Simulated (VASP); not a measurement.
# C (P6_3/mmc) in VASP: band structure with LDA

Aim: the band structure of C with LDA.

Program: VASP 6.6.1. These are calculated values, not measurements. Logs are shortened: lines on timing, memory, paths and dates and some standing lists are left out, and cuts for length are marked.

## Step 1: The crystal as given

It takes space group P6_3/mmc (No. 194, hexagonal). The conventional cell has a = 2.447 Å, b = 2.447 Å, c = 6.622 Å, α = 90.00°, β = 90.00°, γ = 120.00°. C (site symmetry -6m2) has 3 C at 1.41 Å as nearest neighbours. C (site symmetry -6m2) has 3 C at 1.41 Å as nearest neighbours.

## Step 2: Band structure, LDA

POSCAR reads:

```
C                                       
1.0
    2.4473401436      0.0000000000     -0.0000000000
   -1.2236700718      2.1194587363      0.0000000000
   -0.0000000000     -0.0000000000      6.6216614289
  C             
     4
Direct
     0.0000000000000000    0.0000000000000000    0.2500000000000000
     0.0000000000000000    0.0000000000000000    0.7500000000000000
     0.3333333300000021    0.6666666699999979    0.2500000000000000
     0.6666666699999979    0.3333333300000021    0.7500000000000000
```

INCAR.step1 reads:

```
SYSTEM = C
PREC = Accurate
ENCUT = 520
EDIFF = 1E-7
ISMEAR = 0
SIGMA = 0.02
LREAL = .False.
LASPH = .True.
NELM = 80
ALGO = Fast
ISIF = 2
LWAVE = .False.
LCHARG = .True.
GGA = CA
```

KPOINTS.step1 reads:

```
Automatic mesh
0
Gamma
  15 15 4
  0 0 0
```

INCAR.step2 reads:

```
SYSTEM = C
PREC = Accurate
ENCUT = 520
EDIFF = 1E-7
ISMEAR = 0
SIGMA = 0.05
LREAL = .False.
LASPH = .True.
NELM = 80
ALGO = Fast
ISIF = 2
LWAVE = .False.
LCHARG = .False.
GGA = CA
ICHARG = 11
```

KPOINTS.step2 reads:

```
path GMKGALHA,LM,KH
20
line-mode
reciprocal
 0.0000000000  0.0000000000  0.0000000000  G
 0.5000000000  0.0000000000  0.0000000000  M

 0.5000000000  0.0000000000  0.0000000000  M
 0.3333333333  0.3333333333  0.0000000000  K

 0.3333333333  0.3333333333  0.0000000000  K
 0.0000000000  0.0000000000  0.0000000000  G

 0.0000000000  0.0000000000  0.0000000000  G
 0.0000000000  0.0000000000  0.5000000000  A

 0.0000000000  0.0000000000  0.5000000000  A
 0.5000000000  0.0000000000  0.5000000000  L

 0.5000000000  0.0000000000  0.5000000000  L
 0.3333333333  0.3333333333  0.5000000000  H

 0.3333333333  0.3333333333  0.5000000000  H
 0.0000000000  0.0000000000  0.5000000000  A

 0.5000000000  0.0000000000  0.5000000000  L
 0.5000000000  0.0000000000  0.0000000000  M

 0.3333333333  0.3333333333  0.0000000000  K
 0.3333333333  0.3333333333  0.5000000000  H
```

Potentials or basis: VASP PAW LDA potentials, release 64 (C).

Started as:

```sh
$ cat potpaw_LDA.64/C/POTCAR > POTCAR
$ cp INCAR.step1 INCAR
$ cp KPOINTS.step1 KPOINTS
$ mpirun -np 1 vasp_std > vasp.out
$ cp INCAR.step2 INCAR
$ cp KPOINTS.step2 KPOINTS
$ mpirun -np 1 vasp_std > vasp.out
```

OUTCAR:

```text
SYSTEM = C
   PREC = Accurate
   ENCUT = 520
   EDIFF = 1E-7
   ISMEAR = 0
   LREAL = .False.
   LASPH = .True.
   NELM = 80
   ISIF = 2
   GGA = CA
   ICHARG = 11

 ion  position               nearest neighbor table
   1  0.000  0.000  0.250-   3 1.41   3 1.41   3 1.41
   2  0.000  0.000  0.750-   4 1.41   4 1.41   4 1.41
   3  0.333  0.667  0.250-   1 1.41   1 1.41   1 1.41
   4  0.667  0.333  0.750-   2 1.41   2 1.41   2 1.41

  LATTYP: Found a hexagonal cell.
 ALAT       =     2.4473401436
 C/A-ratio  =     2.7056563618

  Lattice vectors:

 A1 = (   2.4473401436,   0.0000000000,   0.0000000000)
 A2 = (  -1.2236700718,   2.1194587363,   0.0000000000)
 A3 = (   0.0000000000,   0.0000000000,   6.6216614289)

Analysis of symmetry for initial positions (statically):
=====================================================================
 Subroutine PRICEL returns:
 Original cell was already a primitive cell.

 Routine SETGRP: Setting up the symmetry group for a
 hexagonal supercell.

 Subroutine GETGRP returns: Found 24 space group operations
 (whereof 12 operations were pure point group operations)
 out of a pool of 24 trial point group operations.

The static configuration has the point symmetry D_3d.
 The point group associated with its full space group is D_6h.

Analysis of symmetry for dynamics (positions and initial velocities):
=====================================================================
 Subroutine PRICEL returns:
 Original cell was already a primitive cell.

 Routine SETGRP: Setting up the symmetry group for a
 hexagonal supercell.

 Subroutine GETGRP returns: Found 24 space group operations
 (whereof 12 operations were pure point group operations)
 out of a pool of 24 trial point group operations.

The dynamic configuration has the point symmetry D_3d.
 The point group associated with its full space group is D_6h.

 Subroutine INISYM returns: Found 24 space group operations
 (whereof 12 operations are pure point group operations),
 and found     1 'primitive' translations

----------------------------------------------------------------------------------------

                                     Primitive cell

  volume of cell :      34.3468

  direct lattice vectors                    reciprocal lattice vectors
     2.447340144  0.000000000  0.000000000     0.408606872  0.235909287  0.000000000
    -1.223670072  2.119458736  0.000000000     0.000000000  0.471818575  0.000000000
     0.000000000  0.000000000  6.621661429     0.000000000  0.000000000  0.151019500

[... 94 lines left out ...]
   EFERMI =   0.00;   METHOD = LEGACY
   ISMEAR =     0;   SIGMA  =   0.05  broadening in eV -4-tet -1-fermi 0-gaus
   EFERMI_NEDOS =   21; number of points for ismear=-14 and -15
   IALGO  =     68    algorithm
   IMIX   =      4    mixing-type and parameters
     AMIX     =   0.40;   BMIX     =  1.00
     AMIX_MAG =   1.60;   BMIX_MAG =  1.00
  volume/ion in A,a.u.               =       8.59        57.95
  Fermi-wavevector in a.u.,A,eV,Ry     =   1.269071  2.398197 21.912758  1.610542
  Thomas-Fermi vector in A             =   2.402132
   LORBIT       =      0    0 simple, 1 ext, 2 COOP (PROOUT), +10 PAW based schemes
   GGA     = CA    functional components
   LHFCALC =     F    Hartree Fock is set to
   AEXX    =    0.0000 exact exchange contribution
   IVDW    =     0    specifies the selected vdW correction
   LEPSILON=     F    determine dielectric tensor
   LRPA    =     F    only Hartree local field effects (RPA)
 non-spin polarized calculation
 RMM-DIIS sequential band-by-band and
 Gauss-broadening in eV      SIGMA  =   0.05
  energy-cutoff  :      520.00
  volume of cell :       34.35
 maximum number of plane-waves:       944

 number of electron      15.9999994 magnetization

 Free energy of the ion-electron system (eV)
  ---------------------------------------------------
  ext. energy  EPLUGINS =         0.00000000
  ---------------------------------------------------
  free energy    TOTEN  =       -37.06928560 eV

  energy without entropy =      -37.06152124  energy(sigma->0) =      -37.06540342

 E-fermi :   4.7884     XC(G=0): -10.8838

 val. band max:        4.7869613592   @ k =   0.3333   0.3333   0.2368
 cond. band min:       4.7904838231   @ k =   0.3333   0.3333   0.2632
 fundamental gap:      0.0035224639
 Fermi energy:         4.7884313131

 k-point     1 :       0.0000    0.0000    0.0000
  band No.  band energies     occupation
      1     -14.8151      2.00000
      2     -14.4638      2.00000
      3      -3.9841      2.00000
      4      -1.8006      2.00000
      5       1.8073      2.00000
      6       1.8073      2.00000
      7       1.8278      2.00000
      8       1.8279      2.00000
      9       8.7257      0.00000
     10      13.2228      0.00000
     11      13.2443      0.00000
     12      13.2826      0.00000
[... 331 lines left out ...]
 k-point    24 :       0.4737    0.0526    0.0000
  band No.  band energies     occupation
      1      -9.2998      2.00000
      2      -9.1717      2.00000
      3      -8.4420      2.00000
      4      -8.3461      2.00000
      5      -1.8734      2.00000
      6      -1.8044      2.00000
      7       2.0059      2.00000
      8       2.7552      2.00000
      9       6.2580      0.00000
     10       6.9809      0.00000
     11      12.5644      0.00000
     12      13.0351      0.00000

 [... further k-points ...]

------------------------ aborting loop because EDIFF is reached ----------------------------------------

  FORCE on cell =-STRESS in cart. coord.  units (eV):
  Direction    XX          YY          ZZ          XY          YZ          ZX
  --------------------------------------------------------------------------------------
  -------------------------------------------------------------------------------------
  Total        5.2069756      5.2069756      0.5473820      0.0000000     -0.0000000      0.0000000
  in kB      242.8901210    242.8901210     25.5337627      0.0000000     -0.0000000      0.0000000
  external PRESSURE =     170.4380016 kB  Pullay stress =       0.0000000 kB

 VOLUME and BASIS-vectors are now :
 -----------------------------------------------------------------------------
  energy-cutoff  :      520.00
  volume of cell :       34.35
      direct lattice vectors                 reciprocal lattice vectors
     2.447340144  0.000000000  0.000000000     0.408606872  0.235909287  0.000000000
    -1.223670072  2.119458736  0.000000000     0.000000000  0.471818575  0.000000000
     0.000000000  0.000000000  6.621661429     0.000000000  0.000000000  0.151019500

 POSITION                                       TOTAL-FORCE (eV/Angst)
 -----------------------------------------------------------------------------------
      0.00000      0.00000      1.65542        -0.000000     -0.000000     -0.000000
      0.00000      0.00000      4.96625         0.000000      0.000000     -0.000000
     -0.00000      1.41297      1.65542        -0.000000     -0.000000      0.000000
      1.22367      0.70649      4.96625         0.000000      0.000000      0.000000
 -----------------------------------------------------------------------------------
    total drift:                               -0.000000      0.000000      0.000000

  FREE ENERGIE OF THE ION-ELECTRON SYSTEM (eV)
  ---------------------------------------------------
  free  energy   TOTEN  =       -37.0692855996 eV

  energy  without entropy=      -37.0615212432  energy(sigma->0) =      -37.06540342
```

OUTCAR.step1:

```text
SYSTEM = C
   PREC = Accurate
   ENCUT = 520
   EDIFF = 1E-7
   ISMEAR = 0
   LREAL = .False.
[... 594 lines left out ...]
      0.00000      0.00000      4.96625        -0.000000     -0.000000     -0.000000
     -0.00000      1.41297      1.65542         0.000000      0.000000     -0.000000
      1.22367      0.70649      4.96625         0.000000      0.000000      0.000000
 -----------------------------------------------------------------------------------
    total drift:                               -0.000000      0.000000      0.000000

  FREE ENERGIE OF THE ION-ELECTRON SYSTEM (eV)
  ---------------------------------------------------
  free  energy   TOTEN  =       -40.4444356913 eV

  energy  without entropy=      -40.4442536806  energy(sigma->0) =      -40.44434469
```

OSZICAR.step1:

```text
N       E                     dE             d eps       ncg     rms          rms(c)
DAV:   1     0.440652315642E+02    0.44065E+02   -0.83998E+03  1944   0.123E+03
DAV:   2    -0.394888550893E+02   -0.83554E+02   -0.77541E+02  2684   0.233E+02
DAV:   3    -0.432578030206E+02   -0.37689E+01   -0.37370E+01  2488   0.491E+01
[... 14 lines left out ...]
RMM:  18    -0.404444371005E+02    0.91042E-06   -0.29957E-06  2401   0.155E-02    0.137E-02
RMM:  19    -0.404444362391E+02    0.86135E-06   -0.11547E-06  2386   0.947E-03    0.963E-03
RMM:  20    -0.404444358510E+02    0.38814E-06   -0.94203E-07  2341   0.813E-03    0.648E-03
RMM:  21    -0.404444357080E+02    0.14299E-06   -0.40980E-07  2034   0.557E-03    0.336E-03
RMM:  22    -0.404444356913E+02    0.16728E-07   -0.26313E-07  1736   0.416E-03
   1 F= -.40444436E+02 E0= -.40444345E+02  d E =-.182011E-03
```

Run time: 67 s. Hardware: 1 thread of Intel Xeon Platinum 8488C (Sapphire Rapids), shared host; peak memory 0.16 GiB.

What came out:

```yaml
Band_gap_along_the_path: none (metal or under the smearing width)
```

Levels at the corners of the path, in eV from the Fermi level:
```
point  band 6  band 7  band 8  band 9  band 10  band 11
    Γ   -2.98   -2.96   -2.96    3.94     8.43     8.46
    M   -6.38   -2.84   -2.09    1.47     2.23     7.49
    M   -6.38   -2.84   -2.09    1.47     2.23     7.49
    K  -10.69   -0.69   -0.02   -0.02     0.80    10.89
    K  -10.69   -0.69   -0.02   -0.02     0.80    10.89
    Γ   -2.98   -2.96   -2.96    3.94     8.43     8.46
    Γ   -2.98   -2.96   -2.96    3.94     8.43     8.48
    A   -2.97   -2.97   -2.97    6.71     6.71     8.46
    A   -2.97   -2.97   -2.97    6.71     6.71     8.46
    L   -6.41   -2.39   -2.39    1.61     1.61     7.71
    L   -6.41   -2.39   -2.39    1.61     1.61     7.71
    H  -10.70    0.00    0.00    0.02     0.02     9.85
    H  -10.70    0.00    0.00    0.02     0.02     9.85
    A   -2.97   -2.97   -2.97    6.71     6.71     8.46
    L   -6.41   -2.39   -2.39    1.61     1.61     7.71
    M   -6.38   -2.84   -2.09    1.47     2.23     7.49
    K  -10.69   -0.69   -0.02   -0.02     0.80    10.89
    H  -10.70    0.00    0.00    0.02     0.02     9.85
```

Caveat: the log is that of the step along the path at fixed density, whose energy, stress, charges and moments have no meaning.
